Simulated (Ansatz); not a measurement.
## ZrO2 (Fm-3m): the size of the finite step

```yaml
crystal:
  lattice:
    - [0.00000, 2.51312, 2.51312]
    - [2.51312, 0.00000, 2.51312]
    - [2.51312, 2.51312, 0.00000]
  atoms:
    - { symbol: Zr, position: [0.00000, 0.00000, 0.00000] }
    - { symbol: O, position: [0.25000, 0.25000, 0.25000] }
    - { symbol: O, position: [0.75000, 0.75000, 0.75000] }
```

Conventional cell: a = 5.026 Å, b = 5.026 Å, c = 5.026 Å, α = 90.00°, β = 90.00°, γ = 90.00°. Around Zr (atom 1) lie 8 O at 2.18 Å. O (atom 2) is surrounded by 4 Zr at 2.18 Å.

Unless marked otherwise, the numbers come from LDA, PAW on Ansatz 0.2.0's default frozen-core files (fitted under PBE), scalar-relativistic. k mesh 8×8×8, strains of ±0.003, fixed occupations, cutoff 420 eV. The cell was relaxed by PAW under this functional.

(1) Elastic constants come from stresses at strains of ±0.003 (two-point stencil): C11 = 577.0, C12 = 118.1, C44 = 73.0 GPa. What does an amplitude of 0.0002 give?

## Answers

(1) C11 = 574.6, C12 = 118.0, C44 = 72.4 GPa. Nothing moves by 1 %. Steps under 0.001 aren't safe in general, since the basis can change from cell to cell and the noise grows as 1/δ.

Known limits: frozen-core PAW files fitted under PBE, their cores solved anew for the functional of the run; this form is stable only when hot or under pressure; cold crystals distort or take another structure.
